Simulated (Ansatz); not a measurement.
# Evanescent states of BaSnO$_{3}$ (Pm-3m, cubic perovskite, 5 atoms a cell, 14.2 Å³ an atom) along the normal of (111)

Level of theory: r2SCAN (plane waves, PAW; Ansatz, an electronic-structure program).

No gap correction and no spin-orbit coupling; mid-gap is the computed energy nearest the middle.

Energies count from the valence-band top; κ is the least over a 6×6 mesh across the current.

```json
[
 {"E (eV)": "0.04", "κ (1/Å)": "0.095", "where": "Γ"},
 {"E (eV)": "0.14", "κ (1/Å)": "0.155", "where": "Γ"},
 {"E (eV)": "0.23", "κ (1/Å)": "0.159", "where": "Γ"},
 {"E (eV)": "0.32", "κ (1/Å)": "0.161", "where": "Γ"},
 {"E (eV)": "0.41", "κ (1/Å)": "0.163", "where": "Γ"},
 {"E (eV)": "0.49", "κ (1/Å)": "0.162", "where": "Γ"},
 {"E (eV)": "0.58", "κ (1/Å)": "0.160", "where": "Γ"},
 {"E (eV)": "0.68", "κ (1/Å)": "0.157", "where": "Γ"},
 {"E (eV)": "0.77", "κ (1/Å)": "0.153", "where": "Γ"},
 {"E (eV)": "0.85", "κ (1/Å)": "0.147", "where": "Γ"},
 {"E (eV)": "0.94", "κ (1/Å)": "0.139", "where": "Γ"},
 {"E (eV)": "1.03", "κ (1/Å)": "0.129", "where": "Γ"},
 {"E (eV)": "1.12", "κ (1/Å)": "0.117", "where": "Γ"},
 {"E (eV)": "1.22", "κ (1/Å)": "0.102", "where": "Γ"},
 {"E (eV)": "1.30", "κ (1/Å)": "0.081", "where": "Γ"},
 {"E (eV)": "1.40", "κ (1/Å)": "0.051", "where": "Γ"}
]
```

Task: How thick must the barrier be to attenuate the transmission by 10^6 when the electrodes' Fermi level lies at 0.94 eV, and what attenuation does that film give at 0.14 eV?

Result: d = 6 ln 10 / (2 × 0.139) = 49.7 Å. At 0.14 eV it gives 6 × 0.155/0.139 = 6.7 decades.
